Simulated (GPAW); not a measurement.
**ZrS2: single point with PBEsol**

Crystal: ZrS2.

```
CELL_PARAMETERS angstrom
3.69138 0.00000 0.00000
-1.84569 3.19683 0.00000
0.00000 0.00000 6.04108
ATOMIC_POSITIONS crystal
Zr 0.00233 0.00147 0.00065
S 0.32714 0.66818 0.24361
S 0.67227 0.34663 0.75504
```

The cell is a database's computed one.

The cell isn't the ideal one: atoms moved at random, drawn with an rms of 0.05 Å.

```
Program             : GPAW 26.7.0
Task                : single point
Functional          : PBEsol
Potentials or basis : PAW data sets generated in the run's folder for this functional
Cutoff              : 600 eV
Basis               : pw
k mesh              : 8 × 8 × 5
Occupations         : fermi-dirac, width 0.05 eV
Spin                : no spin polarisation
```

```json
{"Pressure": "-4.6 GPa", "Largest force": "0.631 eV/Å", "Band gap on the k mesh": "0.87 eV, indirect (least direct gap 1.54 eV)"}
```

Forces on the atoms (eV/Å):
```
Zr  -0.040  0.042 -0.100
S    0.090  0.095 -0.514
S   -0.051 -0.137  0.614
```

Stress tensor (GPa, compression positive):
```
-5.08 -0.14  0.46
-0.14 -4.69  0.76
 0.46  0.76 -4.14
```

Levels at points of the mesh, in eV from the valence-band top:
```
           k point  band 10  band 11  band 12  band 13  band 14  band 15
(0.00, 0.00, 0.00)    -0.07    -0.05    -0.01     1.53     1.57     2.22
(0.00, 0.50, 0.00)    -2.31    -1.77    -1.14     1.02     3.19     3.48
(0.50, 0.00, 0.00)    -2.39    -1.69    -1.13     1.07     3.20     3.50
(0.50, 0.50, 0.00)    -2.34    -1.73    -1.14     1.04     3.20     3.49
```

Run time: 3.2 min on 1 thread of Intel(R) Xeon(R) Platinum 8259CL CPU @ 2.50GHz (Skylake/Cascade Lake), on a shared host, peak memory 0.38 GiB.

Caveat: an odd mesh through Γ misses points on the zone boundary, where band edges often lie.
